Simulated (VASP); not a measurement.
# CoSi (P2_13) in VASP: further runs

Runs on CoSi. Level: PBE. Tasks: relaxation of cell and atoms.

All numbers are computed with VASP 6.6.1; they aren't measurements. Logs are shortened: lines on timing, memory, paths and dates and some standing lists are left out, and cuts for length are marked.

### Step 1. The structure

Symmetry: P2_13, No. 198, cubic system. Conventional cell: a = 4.434 Å, b = 4.434 Å, c = 4.434 Å, α = 90.00°, β = 90.00°, γ = 90.00°. Around Co (site symmetry 3) lie 7 Si at 2.31 to 2.44 Å. Around Si (site symmetry 3) lie 7 Co at 2.31 to 2.44 Å.

The cell was built by a generator and needn't be a form met in nature.

### Step 2. Relaxation of cell and atoms, PBE, collinear spin, ferromagnetic start

INCAR reads:

```
SYSTEM = CoSi
ALGO = Normal
EDIFF = 1E-6
EDIFFG = -0.01
ENCUT = 520
GGA = PE
IBRION = 2
ISIF = 3
ISMEAR = 0
ISPIN = 2
KPAR = 4
LASPH = .TRUE.
LCHARG = .FALSE.
LMAXMIX = 4
LORBIT = 11
LREAL = .FALSE.
LWAVE = .FALSE.
MAGMOM = 2 2 2 2 0 0 0 0
NELM = 120
NSW = 90
PREC = Accurate
SIGMA = 0.1
```

KPOINTS reads:

```
k-points
0
G
  8 8 8
  0 0 0
```

POSCAR reads:

```
CoSi
1.0
    4.4340000000      0.0000000000      0.0000000000
    0.0000000000      4.4340000000      0.0000000000
    0.0000000000      0.0000000000      4.4340000000
Co Si
4 4
Direct
    0.1440009000      0.1440009000      0.1440009000
    0.6440009000      0.3559991000      0.8559991000
    0.8559991000      0.6440009000      0.3559991000
    0.3559991000      0.8559991000      0.6440009000
    0.8429183600      0.8429183600      0.8429183600
    0.3429183600      0.6570816400      0.1570816400
    0.1570816400      0.3429183600      0.6570816400
    0.6570816400      0.1570816400      0.3429183600
```

Potentials or basis: VASP PAW PBE potentials, release 64 (Co, Si).

Command:

```bash
> cat potpaw_PBE.64/Co/POTCAR potpaw_PBE.64/Si/POTCAR > POTCAR
> mpirun -np 4 vasp_std > vasp.out
```

OUTCAR:

```text
SYSTEM = CoSi
   EDIFF = 1E-6
   EDIFFG = -0.01
   ENCUT = 520
   GGA = PE
   IBRION = 2
   ISIF = 3
   ISMEAR = 0
   ISPIN = 2
   LASPH = .TRUE.
   LORBIT = 11
   LREAL = .FALSE.
   NELM = 120
   NSW = 90
   PREC = Accurate

 ion  position               nearest neighbor table
   1  0.144  0.144  0.144-   5 2.31   6 2.33   7 2.33   8 2.33   6 2.44   7 2.44   8 2.44   3 2.73
                             4 2.73   2 2.73   4 2.73   3 2.73   2 2.73
   2  0.644  0.356  0.856-   6 2.31   5 2.33   7 2.33   8 2.33   7 2.44   8 2.44   5 2.44   1 2.73
                             3 2.73   3 2.73   4 2.73   4 2.73   1 2.73
   3  0.856  0.644  0.356-   7 2.31   6 2.33   5 2.33   8 2.33   8 2.44   5 2.44   6 2.44   1 2.73
                             2 2.73   2 2.73   1 2.73   4 2.73   4 2.73
   4  0.356  0.856  0.644-   8 2.31   6 2.33   7 2.33   5 2.33   6 2.44   7 2.44   5 2.44   1 2.73
                             1 2.73   2 2.73   2 2.73   3 2.73   3 2.73
   5  0.843  0.843  0.843-   1 2.31   2 2.33   3 2.33   4 2.33   2 2.44   3 2.44   4 2.44   6 2.74
                             7 2.74   8 2.74   8 2.74   7 2.74   6 2.74
   6  0.343  0.657  0.157-   2 2.31   1 2.33   3 2.33   4 2.33   3 2.44   4 2.44   1 2.44   8 2.74
                             5 2.74   7 2.74   7 2.74   8 2.74   5 2.74
   7  0.157  0.343  0.657-   3 2.31   2 2.33   1 2.33   4 2.33   4 2.44   1 2.44   2 2.44   8 2.74
                             5 2.74   6 2.74   5 2.74   6 2.74   8 2.74
   8  0.657  0.157  0.343-   4 2.31   2 2.33   3 2.33   1 2.33   2 2.44   3 2.44   1 2.44   7 2.74
                             5 2.74   5 2.74   6 2.74   6 2.74   7 2.74

  LATTYP: Found a simple cubic cell.
 ALAT       =     4.4340000000

  Lattice vectors:

 A1 = (   4.4340000000,   0.0000000000,   0.0000000000)
 A2 = (   0.0000000000,   4.4340000000,   0.0000000000)
 A3 = (   0.0000000000,   0.0000000000,   4.4340000000)

Analysis of symmetry for initial positions (statically):
=====================================================================
 Subroutine PRICEL returns:
 Original cell was already a primitive cell.

 Routine SETGRP: Setting up the symmetry group for a
 simple cubic supercell.

 Subroutine GETGRP returns: Found 12 space group operations
 (whereof  3 operations were pure point group operations)
 out of a pool of 48 trial point group operations.

The static configuration has the point symmetry C_3 .
 The point group associated with its full space group is T   .

Analysis of symmetry for dynamics (positions and initial velocities):
=====================================================================
 Subroutine PRICEL returns:
 Original cell was already a primitive cell.

 Routine SETGRP: Setting up the symmetry group for a
 simple cubic supercell.

 Subroutine GETGRP returns: Found 12 space group operations
 (whereof  3 operations were pure point group operations)
 out of a pool of 48 trial point group operations.

The dynamic configuration has the point symmetry C_3 .
 The point group associated with its full space group is T   .

Analysis of structural, dynamic, and magnetic symmetry:
=====================================================================
 Subroutine PRICEL returns:
 Original cell was already a primitive cell.

 Routine SETGRP: Setting up the symmetry group for a
 simple cubic supercell.

 Subroutine GETGRP returns: Found 12 space group operations
 (whereof  3 operations were pure point group operations)
 out of a pool of 48 trial point group operations.

The overall configuration has the point symmetry C_3 .
 The point group associated with its full space group is T   .

 Subroutine INISYM returns: Found 12 space group operations
 (whereof  3 operations are pure point group operations),
 and found     1 'primitive' translations

----------------------------------------------------------------------------------------

                                     Primitive cell

  volume of cell :      87.1740

  direct lattice vectors                    reciprocal lattice vectors
     4.434000000  0.000000000  0.000000000     0.225529995  0.000000000  0.000000000
     0.000000000  4.434000000  0.000000000     0.000000000  0.225529995  0.000000000
     0.000000000  0.000000000  4.434000000     0.000000000  0.000000000  0.225529995

  length of vectors
     4.434000000  4.434000000  4.434000000     0.225529995  0.225529995  0.225529995

  position of ions in fractional coordinates (direct lattice)
     0.144000900  0.144000900  0.144000900
     0.644000900  0.355999100  0.855999100
     0.855999100  0.644000900  0.355999100
     0.355999100  0.855999100  0.644000900
     0.842918360  0.842918360  0.842918360
     0.342918360  0.657081640  0.157081640
     0.157081640  0.342918360  0.657081640
     0.657081640  0.157081640  0.342918360

  ion indices of the primitive-cell ions
   primitive index   ion index
                 1           1
                 2           2
                 3           3
                 4           4
                 5           5
                 6           6
                 7           7
                 8           8

----------------------------------------------------------------------------------------

 KPOINTS: k-points

Automatic generation of k-mesh.
 Grid dimensions read from file:
 generate k-points for:    8    8    8

 Generating k-lattice:

  Cartesian coordinates                     Fractional coordinates (reciprocal lattice)
     0.028191249  0.000000000  0.000000000     0.125000000  0.000000000  0.000000000
     0.000000000  0.028191249  0.000000000     0.000000000  0.125000000  0.000000000
     0.000000000  0.000000000  0.028191249     0.000000000  0.000000000  0.125000000

  Length of vectors
     0.028191249  0.028191249  0.028191249

  Shift w.r.t. Gamma in fractional coordinates (k-lattice)
     0.000000000  0.000000000  0.000000000

 Subroutine IBZKPT returns following result:
 ===========================================

 Found     45 irreducible k-points:

 Following reciprocal coordinates:
            Coordinates               Weight
  0.000000  0.000000  0.000000      1.000000
  0.125000  0.000000  0.000000      6.000000
  0.250000  0.000000  0.000000      6.000000
  0.375000  0.000000  0.000000      6.000000
  0.500000  0.000000  0.000000      3.000000
  0.125000  0.125000  0.000000     12.000000
[... 16 lines left out ...]
  0.250000  0.125000  0.125000     24.000000
  0.375000  0.125000  0.125000     24.000000
 [... further k-points ...]
   k-points           NKPTS =     45   k-points in BZ     NKDIM =     45   number of bands    NBANDS=     35
   number of dos      NEDOS =    301   number of ions     NIONS =      8
   total plane-waves  NPLWV =  46656
   dimension x,y,z NGX =    36 NGY =   36 NGZ =   36
   dimension x,y,z NGXF=    72 NGYF=   72 NGZF=   72
   ions per type =               4   4
   NGX,Y,Z   is equivalent  to a cutoff of  13.50, 13.50, 13.50 a.u.
   NGXF,Y,Z  is equivalent  to a cutoff of  27.00, 27.00, 27.00 a.u.
 SYSTEM =  CoSi
   PREC   = accura    normal or accurate (medium, high low for compatibility)
   ISTART =      0    job   : 0-new  1-cont  2-samecut
   ICHARG =      2    charge: 1-file 2-atom 10-const
   ISPIN  =      2    spin polarized calculation?
   LNONCOLLINEAR =      F non collinear calculations
   LSORBIT =      F    spin-orbit coupling
   LASPH  =      T    aspherical Exc in radial PAW
   ENCUT  =  520.0 eV  38.22 Ry    6.18 a.u.   8.24  8.24  8.24*2*pi/ulx,y,z
   NELM   =    120;   NELMIN=  2; NELMDL= -5     # of ELM steps
   EDIFF  = 0.1E-05   stopping-criterion for ELM
   LREAL  =      F    real-space projection
   EDIFFG = -.1E-01   stopping-criterion for IOM
   NSW    =     90    number of steps for IOM
   IBRION =      2    ionic relax: 0-MD 1-quasi-New 2-CG
   NFREE  =      1    steps in history (QN), initial steepest desc. (CG)
   ISIF   =      3    stress and relaxation
   ISYM   =      2    0-nonsym 1-usesym 2-fastsym
   POTIM  = 0.5000    time-step for ionic-motion
   TEBEG  =    0.0;   TEEND  =   0.0 temperature during run
   PSTRESS=    0.0 pullay stress
   NELECT =      52.0000    total number of electrons
   NUPDOWN=      -1.0000    fix difference up-down
   EMIN   =  10.00;   EMAX   =-10.00  energy-range for DOS
   EFERMI =   0.00;   METHOD = LEGACY
   ISMEAR =     0;   SIGMA  =   0.10  broadening in eV -4-tet -1-fermi 0-gaus
   EFERMI_NEDOS =   21; number of points for ismear=-14 and -15
   IALGO  =     38    algorithm
   IMIX   =      4    mixing-type and parameters
     AMIX     =   0.40;   BMIX     =  1.00
     AMIX_MAG =   1.60;   BMIX_MAG =  1.00
  volume/ion in A,a.u.               =      10.90        73.53
  Fermi-wavevector in a.u.,A,eV,Ry     =   1.378098  2.604229 25.839579  1.899155
  Thomas-Fermi vector in A             =   2.503191
   LORBIT       =     11    0 simple, 1 ext, 2 COOP (PROOUT), +10 PAW based schemes
   GGA     = PE    functional components
   LHFCALC =     F    Hartree Fock is set to
   AEXX    =    0.0000 exact exchange contribution
   IVDW    =     0    specifies the selected vdW correction
   LEPSILON=     F    determine dielectric tensor
   LRPA    =     F    only Hartree local field effects (RPA)
 conjugate gradient relaxation of ions
 spin polarized calculation
 Gauss-broadening in eV      SIGMA  =   0.10
  energy-cutoff  :      520.00
  volume of cell :       87.17
 maximum number of plane-waves:      2365
 NGX is ok and might be reduce to    36
   NGX = 17   NGY = 17   NGZ = 17

--------------------------------------- Ionic step        1  -------------------------------------------

 number of electron      52.0000006 magnetization       0.0280453

 number of electron      52.0000006 magnetization      -0.0009498

 Free energy of the ion-electron system (eV)
  ---------------------------------------------------
  ext. energy  EPLUGINS =         0.00000000
  ---------------------------------------------------
  free energy    TOTEN  =       -54.75017027 eV

  energy without entropy =      -54.74320403  energy(sigma->0) =      -54.74668715

------------------------ aborting loop because EDIFF is reached ----------------------------------------

  FORCE on cell =-STRESS in cart. coord.  units (eV):
  Direction    XX          YY          ZZ          XY          YZ          ZX
  --------------------------------------------------------------------------------------
  -------------------------------------------------------------------------------------
  Total       -0.2395884     -0.2395884     -0.2395884     -0.0000000     -0.0000000      0.0000000
  in kB       -4.4034126     -4.4034126     -4.4034126     -0.0000000     -0.0000000      0.0000000
  external PRESSURE =      -4.4034126 kB  Pullay stress =       0.0000000 kB
[... 161 lines left out ...]
--------------------------------------- Ionic step        5  -------------------------------------------

 number of electron      52.0000003 magnetization       0.0000000

 number of electron      52.0000003 magnetization      -0.0000000

 Free energy of the ion-electron system (eV)
  ---------------------------------------------------
  ext. energy  EPLUGINS =         0.00000000
  ---------------------------------------------------
  free energy    TOTEN  =       -54.75149008 eV

  energy without entropy =      -54.74464037  energy(sigma->0) =      -54.74806522

 E-fermi :  12.1313     XC(G=0): -12.8703

 val. band max:       12.1122519968   @ k =   0.5000   0.5000   0.3750
 cond. band min:      12.2508682624   @ k =   0.3750   0.3750   0.3750
 fundamental gap:      0.1386162656
 Fermi energy:        12.1313148235

 spin component 1

 k-point     1 :       0.0000    0.0000    0.0000
  band No.  band energies     occupation
      1      -1.5600      1.00000
      2       3.9364      1.00000
      3       3.9364      1.00000
      4       3.9364      1.00000
      5       6.6377      1.00000
      6       6.6377      1.00000
[... 901 lines left out ...]
     34      16.4208      0.00000
     35      16.9567      0.00000

 [... further k-points ...]

 spin component 2

 k-point     1 :       0.0000    0.0000    0.0000
  band No.  band energies     occupation
      1      -1.5600      1.00000
      2       3.9364      1.00000
      3       3.9364      1.00000
      4       3.9364      1.00000
      5       6.6377      1.00000
      6       6.6377      1.00000
[... 938 lines left out ...]
  FREE ENERGIE OF THE ION-ELECTRON SYSTEM (eV)
  ---------------------------------------------------
  free  energy   TOTEN  =       -54.7514900774 eV

  energy  without entropy=      -54.7446403665  energy(sigma->0) =      -54.74806522

 reached required accuracy - stopping structural energy minimisation

 total charge

# of ion       s       p       d       tot
------------------------------------------
    1        0.437   0.618   7.565   8.620
    2        0.437   0.618   7.565   8.620
    3        0.437   0.618   7.565   8.620
    4        0.437   0.618   7.565   8.620
    5        0.725   0.884   0.000   1.609
    6        0.725   0.884   0.000   1.609
    7        0.725   0.884   0.000   1.609
    8        0.725   0.884   0.000   1.609
--------------------------------------------------
tot          4.646   6.008  30.261  40.915

 magnetization (x)

# of ion       s       p       d       tot
------------------------------------------
    1        0.000   0.000  -0.000  -0.000
    2        0.000   0.000  -0.000  -0.000
    3        0.000   0.000  -0.000  -0.000
    4        0.000   0.000  -0.000  -0.000
    5        0.000   0.000   0.000   0.000
    6        0.000   0.000   0.000   0.000
    7        0.000   0.000   0.000   0.000
    8        0.000   0.000   0.000   0.000
--------------------------------------------------
tot          0.000   0.000  -0.000  -0.000
```

Wall time 2 min (4 MPI ranks of Intel Xeon 6975P-C (Granite Rapids), shared host); peak memory 0.37 GiB.

Results:

```
Free energy                                           : -54.7515 eV
Relaxed volume                                        : 10.87 Å³/atom
Relaxed cell                                          : a = 4.430 Å, b = 4.430 Å, c = 4.430 Å, α = 90.00°, β = 90.00°, γ = 90.00°
Space group after relaxing (to 0.05 Å)                : P2_13 (No. 198)
Energy gained by relaxing                             : 0.2 meV/atom
Ionic steps                                           : 5
Pressure after relaxing                               : 0.0 GPa
Largest force after relaxing                          : 0.007 eV/Å
Band gap on the k mesh                                : none (metal or under the smearing width)
Net moment                                            : 0.00 μB per cell
Valence electrons inside the program's atomic spheres : Co 8.62; Si 1.61
```

Forces in eV/Å, atoms in the order of the input:
```
Co   0.002  0.002  0.002
Co   0.002 -0.002 -0.002
Co  -0.002  0.002 -0.002
Co  -0.002 -0.002  0.002
Si  -0.004 -0.004 -0.004
Si  -0.004  0.004  0.004
Si   0.004 -0.004  0.004
Si   0.004  0.004 -0.004
```

Step by step:
```csv
step,energy change (eV),largest force (eV/Å),pressure (GPa),volume (Å³)
1,0.0000,0.0538,-0.44,87.17
2,-0.0006,0.0461,0.56,86.80
3,-0.0006,0.0481,0.24,86.89
4,-0.0012,0.0229,0.07,86.91
5,-0.0013,0.0070,-0.02,86.93
```

Final structure:
```cif
data_structure
_symmetry_space_group_name_H-M 'P 1'
_symmetry_Int_Tables_number 1
_cell_length_a 4.4299
_cell_length_b 4.4299
_cell_length_c 4.4299
_cell_angle_alpha 90.000
_cell_angle_beta 90.000
_cell_angle_gamma 90.000
_cell_volume 86.93
loop_
_atom_site_label
_atom_site_type_symbol
_atom_site_fract_x
_atom_site_fract_y
_atom_site_fract_z
_atom_site_occupancy
Co1 Co 0.14504 0.14504 0.14504 1
Co2 Co 0.64504 0.35496 0.85496 1
Co3 Co 0.85496 0.64504 0.35496 1
Co4 Co 0.35496 0.85496 0.64504 1
Si1 Si 0.84327 0.84327 0.84327 1
Si2 Si 0.34327 0.65673 0.15673 1
Si3 Si 0.15673 0.34327 0.65673 1
Si4 Si 0.65673 0.15673 0.34327 1
```

Levels at points of the mesh, in eV from the Fermi level:
Spin up:
```csv
k point,band 22,band 23,band 24,band 25,band 26,band 27,band 28,band 29,band 30,band 31
"(0.00, 0.00, 0.00)",-0.92,-0.79,-0.79,-0.02,-0.02,-0.02,2.48,2.48,2.48,2.90
"(0.50, 0.00, 0.00)",-1.05,-0.66,-0.66,-0.50,-0.50,0.99,0.99,1.47,1.47,4.26
"(0.50, 0.50, 0.00)",-1.50,-1.01,-1.01,-0.05,-0.05,0.57,0.57,1.99,1.99,2.50
"(0.50, 0.50, 0.50)",-1.23,-1.23,-1.23,-0.23,-0.23,-0.23,-0.23,5.39,5.39,5.39
```
Spin down:
| k point | band 22 | band 23 | band 24 | band 25 | band 26 | band 27 | band 28 | band 29 | band 30 | band 31 |
| --- | --- | --- | --- | --- | --- | --- | --- | --- | --- | --- |
| (0.00, 0.00, 0.00) | -0.92 | -0.79 | -0.79 | -0.02 | -0.02 | -0.02 | 2.48 | 2.48 | 2.48 | 2.90 |
| (0.50, 0.00, 0.00) | -1.05 | -0.66 | -0.66 | -0.50 | -0.50 | 0.99 | 0.99 | 1.47 | 1.47 | 4.26 |
| (0.50, 0.50, 0.00) | -1.50 | -1.01 | -1.01 | -0.05 | -0.05 | 0.57 | 0.57 | 1.99 | 1.99 | 2.50 |
| (0.50, 0.50, 0.50) | -1.23 | -1.23 | -1.23 | -0.23 | -0.23 | -0.23 | -0.23 | 5.39 | 5.39 | 5.39 |

Caveat: the starting moments collapsed, and a magnetic state may lie lower.

(Part 1 of 2 ends here.)
